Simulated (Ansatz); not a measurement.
## TiSe: equation of state with r2SCAN

The system is TiSe.

```
Se Ti
1.0
     3.55900    0.00000    0.00000
    -1.77950    3.08218    0.00000
     0.00000    0.00000    6.22000
Se Ti
2 2
Direct
  0.66667 0.33333 0.75000
  0.33333 0.66667 0.25000
  0.00000 0.00000 0.50000
  0.00000 0.00000 0.00000
```

| Quantity | Value |
| --- | --- |
| Program | Ansatz 0.2.0 |
| Task | equation of state |
| Functional | r2SCAN |
| Potentials or basis | Ansatz PAW |
| Cutoff | 500 eV |
| Density cutoff | 2000 eV |
| k mesh | 9 × 9 × 5 |
| Occupations | fermi-dirac, width 0.05 eV |
| Spin | no spin polarisation |

| Property | Result |
| --- | --- |
| Equilibrium volume | 17.58 Å³/atom |
| Bulk modulus at fixed shape and positions | 116 GPa |
| Pressure derivative of the bulk modulus | 4.4 |

Energy against volume, from the lowest point:
| volume (Å³/atom) | energy (meV/atom) |
| --- | --- |
| 16.034 | 58.03 |
| 16.375 | 33.75 |
| 16.716 | 16.48 |
| 17.058 | 5.51 |
| 17.399 | 0.21 |
| 17.740 | 0.00 |
| 18.081 | 4.38 |

All runs of the series together: 21 s on 2 threads of Intel(R) Xeon(R) 6975P-C (Granite Rapids) (shared host).

Caveat: the cell was scaled at fixed shape and fractional positions, which overstates the stiffness of a crystal with free parameters, most of all of layers and chains; the PAW data sets were made with another functional, which shifts forces and pressure a little.
